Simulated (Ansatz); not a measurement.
Rows from a G0W0 calculation on S divacancy in MoS2 (25-atom cell) (Ansatz 0.2.0; G0W0 on LDA, plane waves, PAW; 2×2×1 mesh, 1089 empty bands, screening to 52 eV), in eV. Spin-orbit coupling is left out.

```
row      Σx     Σc     Vxc     Z
  A  -19.35   0.94  -19.02  0.69
  B  -15.92  -3.36  -20.49  0.69
  C  -15.12  -3.75  -20.04  0.69
  D  -16.72   0.75  -16.33  0.69
  E  -13.84  -3.68  -18.62  0.69
  F  -18.09   0.83  -17.73  0.69
```

Which rows are filled states and which are empty ones, and how can one tell?

Filled: A, D and F. Empty: B, C and E. The sign of Σc tells: for a filled state bare exchange, which holds its interaction with itself, lies below Vxc (Σx − Vxc is -0.3 eV or lower here) and screening gives part back as a positive Σc. For an empty state Σx lies above Vxc (+4.6 eV or more) and the Coulomb hole leaves Σc negative.

[Paths, hosts, dates, memory and timing lines, banners, echoed tables and standing remarks are left out of the program output.]

[Logs are printed without paths, hosts, clocks, repeated set-up lines and the standing remarks that a program may print on its own settings, such as how far it seeks lower states.]

[Runs of the session that timed out or met a known fault of the program may be left out.]

[Cells called generated may have been cut or substituted from an entry of the Crystallography Open Database or the Materials Project.]

[Hosts, paths, dates, database ids (printed as entryN), source tags and the programs' standing remarks are cut or masked in the printed files.]
